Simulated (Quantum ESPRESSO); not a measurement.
# Os under changes of volume

One of the cells (13.982 Å³/atom); the others are scaled copies at fixed shape and fractional positions:

```xyz
2
Lattice="2.7341 0.0000 0.0000 -1.3671 2.3678 0.0000 0.0000 0.0000 4.3197" Properties=species:S:1:pos:R:3 pbc="T T T"
Os    1.3671    0.7893    3.2398
Os    0.0000    1.5785    1.0799
```

```yaml
Program: Quantum ESPRESSO 7.5
Functional: r2SCAN
Potentials_or_basis: SG15 PBE 1.2
Cutoff: 952 eV
Density_cutoff: 3810 eV
k_mesh: 7 × 7 × 4
Occupations: fermi-dirac, width 0.05 eV
Spin: no spin polarisation
```

```tsv
volume (Å³/atom)	energy over the lowest point (meV/atom)	pressure (GPa)
13.143	89.54	33.8
13.423	40.99	22.0
13.703	11.84	11.5
13.982	0.00	2.2
14.262	3.59	-6.2
14.542	?	?
14.821	50.56	-20.2
```

Q: What does the run at 14.542 Å³/atom give?

A: Energy over the lowest point 20.95 meV/atom; pressure -13.6 GPa.

Worked out: A Birch-Murnaghan fit of order 3 (a polynomial in V^(-2/3)) to the other rows has its minimum at 14.05 Å³/atom with B0 = V·E''(V) = 431 GPa and B' = 4.7 at fixed shape and positions, which overstates the stiffness. It gives 20.97 meV/atom at 14.542 Å³/atom, against the run's 20.95, and -dE/dV = -13.6 GPa, against -13.6.

Energies are extrapolated to zero smearing.

Caveats: all runs use coarse meshes; the potentials were made for another functional, which shifts forces and pressure.
